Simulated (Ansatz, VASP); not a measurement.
Two plane-wave programs on Pb

```
Pb
1.0
     0.00000    2.49475    2.49475
     2.49475    0.00000    2.49475
     2.49475    2.49475    0.00000
Pb
1
Cartesian
  0.0000 0.0000 0.0000
```

Alike in both runs: task electric field gradients; functional r2SCAN; k mesh 13 × 13 × 13; occupations fermi-dirac, width 0.05 eV; no spin polarisation.

```csv
,VASP,Ansatz
version,VASP 6.6.1,Ansatz 0.2.0
potentials or method,"VASP PAW PBE potentials, release 64 (Pb_d)","PAW with Ansatz's default frozen-core files, scalar-relativistic"
plane-wave cutoff (eV),520,500
valence electrons in the cell,14,14
```

|  | VASP | Ansatz | Ansatz less VASP |
| --- | --- | --- | --- |
| pressure (GPa) | 0.1 | 0.1 | 0.00 |
| Vzz of the field gradient on the site that differs most (V/Å²) | 0.0 | 0.0 | 0.00 |

Ansatz warned: «gradients_without_spin_orbit».

Caveats: the PAW data sets were made with another functional, which shifts forces and pressure a little (VASP). Spin-orbit coupling is left out, which matters for the levels of Pb.
